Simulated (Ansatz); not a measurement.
# PbS: the cost of one run

Computed with Ansatz 0.2.0 (DFT PBEsol, scalar-relativistic, unless a step's input says otherwise).

### 1 The structure to begin with

Symmetry: C2/m, No. 12, monoclinic system. The conventional cell has a = 5.881 Å, b = 5.800 Å, c = 11.759 Å, α = 90.00°, β = 95.27°, γ = 90.00°. Pb (site symmetry m) is surrounded by 5 S at 2.75 to 2.98 Å. S (site symmetry m) has 5 Pb at 2.75 to 2.98 Å as nearest neighbours.

Coordinates:

```
Pb S
1.0
     2.94050   -2.90000    0.00000
     2.94050    2.90000    0.00000
    -1.08005    0.00000   11.70929
Pb S
2 2
Cartesian
  3.8740 0.0000 7.4516
  0.9270 0.0000 4.2577
  0.9319 0.0000 7.0092
  3.8690 0.0000 4.7001
```

Atoms are numbered in the order of the input: Pb1, Pb2, S3, S4.

### 2 The deformed structure

Space group C2/m before, C2/m after.

### 3 All-electron LAPW

input.yaml reads:

```yaml
crystal:
  lattice:
    - [2.969905, -2.929, 0.0]
    - [2.969905, 2.929, 0.0]
    - [-1.0908505, 0.0, 11.70929]
  atoms:
    - { symbol: Pb, position: [0.7756, 0.7756, 0.63638] }
    - { symbol: Pb, position: [0.2244, 0.2244, 0.36362] }
    - { symbol: S, position: [0.2684, 0.2684, 0.5986] }
    - { symbol: S, position: [0.7316, 0.7316, 0.4014] }
kpoints:
  mp_grid: { grid: [7, 7, 3] }
  band_path:
    path:
      - [0.0, 0.0, 0.0]
      - [-0.4952712324, 0.4952712324, 0.0]
      - [-0.5047287676, -0.4952712324, 0.0]
      - [-0.5, -0.5, 0.0]
      - [0.0, 0.0, 0.0]
      - [-0.5, -0.5, 0.5]
      - [-0.5162200977, -0.4837799023, 0.5]
      - [-0.4837799023, 0.4837799023, 0.5]
      - [0.0, 0.0, 0.5]
    npoints: 5
scf:
  occupations: { method: fermi_dirac, width: 0.01 }
hamiltonian:
  xc: pbesol
  pseudopotentials: { kind: all_electron, lapw: { basis_error: 0.0005 } }
output:
  forces: true
  stress: true
  eigenvalues: true
```

The run is started by

```sh
ansatz run input.yaml --threads 1 --pin off --max-ram 6144MiB --backend cpu --events-out ev --progress --plain --runs-dir out
```

**Question.** How long does this run take on 1 thread of Arm Neoverse V2, shared host, and how much memory does it need?

About 2.1 min, with a peak of 0.73 GiB.
